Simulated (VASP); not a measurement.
# Ge (Cmmm) in VASP: further runs

One crystal, Ge, is run at these levels: PBEsol; tasks: single point.

Everything below comes from runs of VASP 6.6.1. Logs are shortened: lines on timing, memory, paths and dates and some standing lists are left out, and cuts for length are marked.

### Step 1. The structure

It takes space group Cmmm (No. 65, orthorhombic). The conventional cell has a = 2.794 Å, b = 5.201 Å, c = 2.698 Å, α = 90.00°, β = 90.00°, γ = 90.00°. Around Ge (site symmetry mmm) lie 8 Ge at 2.70 to 2.95 Å.

This isn't the form of Ge at room conditions, which is diamond.

### Step 2. Single point, PBEsol

The input, INCAR:

```
SYSTEM = Ge
PREC = Accurate ; ENCUT = 520
EDIFF = 1E-7 ; ISMEAR = 1
SIGMA = 0.05 ; LREAL = .FALSE.
LASPH = .TRUE. ; NELM = 100
ALGO = Normal ; ISIF = 2
LWAVE = .FALSE. ; LCHARG = .FALSE.
GGA = PS ; NBANDS = 13
```

The input, KPOINTS:

```
regular mesh
0
G
  4 4 4
  0 0 0
```

The input, POSCAR:

```
Ge
1.0
    2.9520690000      0.0000000000      0.0000000000
   -1.6295889250      2.4615343419      0.0000000000
    0.0000000000      0.0000000000      2.6982310000
Ge
1
Direct
    0.5000000000      0.5000000000      0.0000000000
```

Potentials or basis: VASP PAW PBE potentials, release 64 (Ge_d).

Started as:

```
cat potpaw_PBE.64/Ge_d/POTCAR > POTCAR
mpirun -np 1 vasp_std > vasp.out
```

OUTCAR:

```text
SYSTEM = Ge
   PREC = Accurate
   ENCUT = 520
   EDIFF = 1E-7
   ISMEAR = 1
   LREAL = .FALSE.
   LASPH = .TRUE.
   NELM = 100
   ISIF = 2
   GGA = PS

 ion  position               nearest neighbor table
   1  0.500  0.500  0.000-

  LATTYP: Found a base centered orthorhombic cell.
 ALAT       =     2.7942986356
 B/A-ratio  =     1.8613016471
 C/A-ratio  =     0.9656201258

  Lattice vectors:

 A1 = (   2.9520690000,   0.0000000000,   0.0000000000)
 A2 = (  -1.6295889250,   2.4615343419,   0.0000000000)
 A3 = (   0.0000000000,   0.0000000000,   2.6982310000)

Analysis of symmetry for initial positions (statically):
=====================================================================
 Subroutine PRICEL returns:
 Original cell was already a primitive cell.

 Routine SETGRP: Setting up the symmetry group for a
 base centered orthorhombic supercell.

 Subroutine GETGRP returns: Found  8 space group operations
 (whereof  8 operations were pure point group operations)
 out of a pool of  8 trial point group operations.

The static configuration has the point symmetry D_2h.

Analysis of symmetry for dynamics (positions and initial velocities):
=====================================================================
 Subroutine PRICEL returns:
 Original cell was already a primitive cell.

 Routine SETGRP: Setting up the symmetry group for a
 base centered orthorhombic supercell.

 Subroutine GETGRP returns: Found  8 space group operations
 (whereof  8 operations were pure point group operations)
 out of a pool of  8 trial point group operations.

The dynamic configuration has the point symmetry D_2h.

 Subroutine INISYM returns: Found  8 space group operations
 (whereof  8 operations are pure point group operations),
 and found     1 'primitive' translations

----------------------------------------------------------------------------------------

                                     Primitive cell

  volume of cell :      19.6070

  direct lattice vectors                    reciprocal lattice vectors
     2.952069000  0.000000000  0.000000000     0.338745470  0.224256821  0.000000000
    -1.629588925  2.461534342  0.000000000     0.000000000  0.406250680  0.000000000
     0.000000000  0.000000000  2.698231000     0.000000000  0.000000000  0.370613191

  length of vectors
     2.952069000  2.952069000  2.698231000     0.406250680  0.406250680  0.370613191

  position of ions in fractional coordinates (direct lattice)
     0.500000000  0.500000000  0.000000000

  ion indices of the primitive-cell ions
   primitive index   ion index
                 1           1

----------------------------------------------------------------------------------------

 KPOINTS: regular mesh

Automatic generation of k-mesh.
 Grid dimensions read from file:
 generate k-points for:    4    4    4

 Generating k-lattice:

  Cartesian coordinates                     Fractional coordinates (reciprocal lattice)
     0.084686367  0.056064205  0.000000000     0.250000000 -0.000000000  0.000000000
     0.000000000  0.101562670  0.000000000     0.000000000  0.250000000  0.000000000
     0.000000000  0.000000000  0.092653298     0.000000000  0.000000000  0.250000000

  Length of vectors
     0.101562670  0.101562670  0.092653298

  Shift w.r.t. Gamma in fractional coordinates (k-lattice)
     0.000000000  0.000000000  0.000000000

 Subroutine IBZKPT returns following result:
 ===========================================

 Found     21 irreducible k-points:

 Following reciprocal coordinates:
            Coordinates               Weight
  0.000000  0.000000  0.000000      1.000000
  0.250000  0.000000  0.000000      4.000000
  0.500000  0.000000  0.000000      2.000000
  0.250000  0.250000  0.000000      2.000000
  0.500000  0.250000  0.000000      4.000000
 -0.250000  0.250000  0.000000      2.000000
[... 13 lines left out ...]
 -0.250000  0.250000  0.500000      2.000000
  0.500000  0.500000  0.500000      1.000000
   k-points           NKPTS =     21   k-points in BZ     NKDIM =     21   number of bands    NBANDS=     13
   number of dos      NEDOS =    301   number of ions     NIONS =      1
   total plane-waves  NPLWV =  11520
   dimension x,y,z NGX =    24 NGY =   24 NGZ =   20
   dimension x,y,z NGXF=    48 NGYF=   48 NGZF=   40
   ions per type =               1
   NGX,Y,Z   is equivalent  to a cutoff of  13.52, 13.52, 12.32 a.u.
   NGXF,Y,Z  is equivalent  to a cutoff of  27.03, 27.03, 24.65 a.u.
 SYSTEM =  Ge
   PREC   = accura    normal or accurate (medium, high low for compatibility)
   ISTART =      0    job   : 0-new  1-cont  2-samecut
   ICHARG =      2    charge: 1-file 2-atom 10-const
   ISPIN  =      1    spin polarized calculation?
   LNONCOLLINEAR =      F non collinear calculations
   LSORBIT =      F    spin-orbit coupling
   LASPH  =      T    aspherical Exc in radial PAW
   ENCUT  =  520.0 eV  38.22 Ry    6.18 a.u.   5.49  5.49  5.02*2*pi/ulx,y,z
   NELM   =    100;   NELMIN=  2; NELMDL= -5     # of ELM steps
   EDIFF  = 0.1E-06   stopping-criterion for ELM
   LREAL  =      F    real-space projection
   EDIFFG = 0.1E-05   stopping-criterion for IOM
   NSW    =      0    number of steps for IOM
   IBRION =     -1    ionic relax: 0-MD 1-quasi-New 2-CG
   NFREE  =      0    steps in history (QN), initial steepest desc. (CG)
   ISIF   =      2    stress and relaxation
   ISYM   =      2    0-nonsym 1-usesym 2-fastsym
   POTIM  = 0.5000    time-step for ionic-motion
   TEBEG  =    0.0;   TEEND  =   0.0 temperature during run
   PSTRESS=    0.0 pullay stress
   NELECT =      14.0000    total number of electrons
   NUPDOWN=      -1.0000    fix difference up-down
   EMIN   =  10.00;   EMAX   =-10.00  energy-range for DOS
   EFERMI =   0.00;   METHOD = LEGACY
   ISMEAR =     1;   SIGMA  =   0.05  broadening in eV -4-tet -1-fermi 0-gaus
   EFERMI_NEDOS =   21; number of points for ismear=-14 and -15
   IALGO  =     38    algorithm
   IMIX   =      4    mixing-type and parameters
     AMIX     =   0.40;   BMIX     =  1.00
     AMIX_MAG =   1.60;   BMIX_MAG =  1.00
  volume/ion in A,a.u.               =      19.61       132.31
  Fermi-wavevector in a.u.,A,eV,Ry     =   1.463234  2.765111 29.130789  2.141053
  Thomas-Fermi vector in A             =   2.579353
   LORBIT       =      0    0 simple, 1 ext, 2 COOP (PROOUT), +10 PAW based schemes
   GGA     = PS    functional components
   LHFCALC =     F    Hartree Fock is set to
   AEXX    =    0.0000 exact exchange contribution
   IVDW    =     0    specifies the selected vdW correction
   LEPSILON=     F    determine dielectric tensor
   LRPA    =     F    only Hartree local field effects (RPA)
 non-spin polarized calculation
 Methfessel and Paxton  Order N= 1 SIGMA  =   0.05
  energy-cutoff  :      520.00
  volume of cell :       19.61
 maximum number of plane-waves:       539
 NGX is ok and might be reduce to    24
   NGX = 11   NGY = 11   NGZ = 11

 number of electron      14.0000003 magnetization

 Free energy of the ion-electron system (eV)
  ---------------------------------------------------
  ext. energy  EPLUGINS =         0.00000000
  ---------------------------------------------------
  free energy    TOTEN  =        -4.47173178 eV

  energy without entropy =       -4.46985345  energy(sigma->0) =       -4.47110567

 E-fermi :   6.5070     XC(G=0): -11.1862

 val. band max:        6.4916833033   @ k =  -0.2500   0.2500   0.2500
 cond. band min:       6.5134366237   @ k =   0.5000   0.2500   0.2500
 fundamental gap:      0.0217533204
 Fermi energy:         6.5069791333

 k-point     1 :       0.0000    0.0000    0.0000
  band No.  band energies     occupation
      1     -18.5772      2.00000
      2     -18.5041      2.00000
      3     -18.4537      2.00000
      4     -18.3649      2.00000
      5     -18.3360      2.00000
      6      -6.7919      2.00000
      7      12.7267      0.00000
      8      13.1957      0.00000
      9      14.7235      0.00000
     10      16.2516      0.00000
     11      18.5573      0.00000
     12      20.9154      0.00000
     13      21.0681      0.00000

 k-point     2 :       0.2500    0.0000    0.0000
  band No.  band energies     occupation
      1     -18.5524      2.00000
      2     -18.4741      2.00000
      3     -18.4244      2.00000
      4     -18.3753      2.00000
      5     -18.3586      2.00000
      6      -5.2794      2.00000
      7       7.1906     -0.00000
      8      10.9163      0.00000
      9      14.1448      0.00000
     10      15.1325      0.00000
     11      18.3985      0.00000
     12      23.7439      0.00000
     13      26.9326      0.00000

 k-point     3 :       0.5000    0.0000    0.0000
  band No.  band energies     occupation
      1     -18.5516      2.00000
      2     -18.4628      2.00000
      3     -18.3960      2.00000
      4     -18.3707      2.00000
      5     -18.3537      2.00000
      6      -1.7324      2.00000
      7       0.7880      2.00000
      8       9.5115      0.00000
      9      13.5338      0.00000
     10      16.5925      0.00000
     11      22.4890      0.00000
     12      22.6102      0.00000
     13      22.8961      0.00000
[... 257 lines left out ...]
 k-point    20 :      -0.2500    0.2500    0.5000
  band No.  band energies     occupation
      1     -18.5012      2.00000
      2     -18.4661      2.00000
      3     -18.4075      2.00000
      4     -18.4035      2.00000
      5     -18.3383      2.00000
      6      -1.6821      2.00000
      7       1.6276      2.00000
      8       9.4905      0.00000
      9      14.0566      0.00000
     10      15.4675      0.00000
     11      20.5754      0.00000
     12      22.2623      0.00000
     13      22.2862      0.00000

 k-point    21 :       0.5000    0.5000    0.5000
  band No.  band energies     occupation
      1     -18.5135      2.00000
      2     -18.4982      2.00000
      3     -18.4133      2.00000
      4     -18.3618      2.00000
      5     -18.2950      2.00000
      6       1.4751      2.00000
      7       3.6823      2.00000
      8       3.8248      2.00000
      9       9.2922      0.00000
     10      14.1791      0.00000
     11      19.5209      0.00000
     12      20.8713      0.00000
     13      21.0301      0.00000

------------------------ aborting loop because EDIFF is reached ----------------------------------------

  FORCE on cell =-STRESS in cart. coord.  units (eV):
  Direction    XX          YY          ZZ          XY          YZ          ZX
  --------------------------------------------------------------------------------------
  -------------------------------------------------------------------------------------
  Total        0.7860312     -0.0181177     -1.5848772     -0.6073434      0.0000000      0.0000000
  in kB       64.2301362     -1.4804753   -129.5074231    -49.6287513      0.0000000      0.0000000
  external PRESSURE =     -22.2525874 kB  Pullay stress =       0.0000000 kB

 VOLUME and BASIS-vectors are now :
 -----------------------------------------------------------------------------
  energy-cutoff  :      520.00
  volume of cell :       19.61
      direct lattice vectors                 reciprocal lattice vectors
     2.952069000  0.000000000  0.000000000     0.338745470  0.224256821  0.000000000
    -1.629588925  2.461534342  0.000000000     0.000000000  0.406250680  0.000000000
     0.000000000  0.000000000  2.698231000     0.000000000  0.000000000  0.370613191

 POSITION                                       TOTAL-FORCE (eV/Angst)
 -----------------------------------------------------------------------------------
      0.66124      1.23077      0.00000         0.000000      0.000000      0.000000
 -----------------------------------------------------------------------------------
    total drift:                                0.000000     -0.000000     -0.000000

  FREE ENERGIE OF THE ION-ELECTRON SYSTEM (eV)
  ---------------------------------------------------
  free  energy   TOTEN  =        -4.4717317788 eV

  energy  without entropy=       -4.4698534469  energy(sigma->0) =       -4.47110567
```

Run time: 4 s. Hardware: 1 thread of Intel Xeon Platinum 8259CL at 2.50GHz (Skylake/Cascade Lake), shared host; peak memory 0.13 GiB.

Results:

```yaml
Free_energy: -4.4717 eV
Pressure: -2.2 GPa
Band_gap_on_the_k_mesh: none (metal or under the smearing width)
```

Levels at points of the mesh, in eV from the Fermi level:
```
           k point  band 4  band 5  band 6  band 7  band 8  band 9  band 10  band 11
(0.00, 0.00, 0.00)  -24.87  -24.84  -13.30    6.22    6.69    8.22     9.74    12.05
(0.50, 0.00, 0.00)  -24.88  -24.86   -8.24   -5.72    3.00    7.03    10.09    15.98
(0.50, 0.50, 0.00)  -24.87  -24.85   -9.09   -5.95    4.79    8.71     9.43    15.33
(0.00, 0.00, 0.50)  -24.91  -24.89   -9.52   -6.13    9.52   11.04    15.62    15.63
(0.50, 0.00, 0.50)  -24.87  -24.78   -4.08   -2.65   -2.04    3.18     5.88    11.20
(0.50, 0.50, 0.50)  -24.87  -24.80   -5.03   -2.82   -2.68    2.79     7.67    13.01
```

Caveat: the k mesh is coarse (spacing up to 0.64 Å⁻¹), so the values aren't converged; the PAW data sets were made with another functional, which shifts forces and pressure a little.

### Step 3. Single point, PBEsol

The input, INCAR:

```
PREC = Accurate ; ENCUT = 520
EDIFF = 1E-6 ; ISMEAR = 1
SIGMA = 0.05 ; LREAL = False
LASPH = True ; NELM = 100
ALGO = Fast ; ISIF = 2
LWAVE = False ; LCHARG = True
GGA = PS ; LELF = True
LVHAR = True ; NBANDS = 13
```

The input, KPOINTS:

```
Automatic mesh
0
Gamma
  6 6 5
```

POSCAR is that of step 2.

Potentials or basis: VASP PAW PBE potentials, release 64 (Ge_d).

Started as:

```
cat potpaw_PBE.64/Ge_d/POTCAR > POTCAR
mpirun -np 1 vasp_std > vasp.out
```

Run time: 6.4 s. Hardware: 1 thread of Intel Xeon Platinum 8259CL at 2.50GHz (Skylake/Cascade Lake), shared host; peak memory 0.13 GiB.

It converged, with:

```
Free energy            : -4.7157 eV
Pressure               : -2.0 GPa
Band gap on the k mesh : none (metal or under the smearing width)
```

Stress tensor (GPa, compression positive):
```
-7.87  5.15  0.00
 5.15 -1.05  0.00
 0.00  0.00  3.00
```

Levels at points of the mesh, in eV from the Fermi level:
```csv
k point,band 4,band 5,band 6,band 7,band 8,band 9,band 10,band 11
"(0.00, 0.00, 0.00)",-24.39,-24.36,-12.85,6.68,7.14,8.66,10.21,12.48
"(0.50, 0.00, 0.00)",-24.40,-24.39,-7.77,-5.29,3.45,7.47,10.56,16.42
"(0.50, 0.50, 0.00)",-24.41,-24.37,-8.63,-5.52,5.23,9.16,9.90,15.80
```

Caveat: the k mesh is coarse (spacing up to 0.47 Å⁻¹), so the values aren't converged; the PAW data sets were made with another functional, which shifts forces and pressure a little.
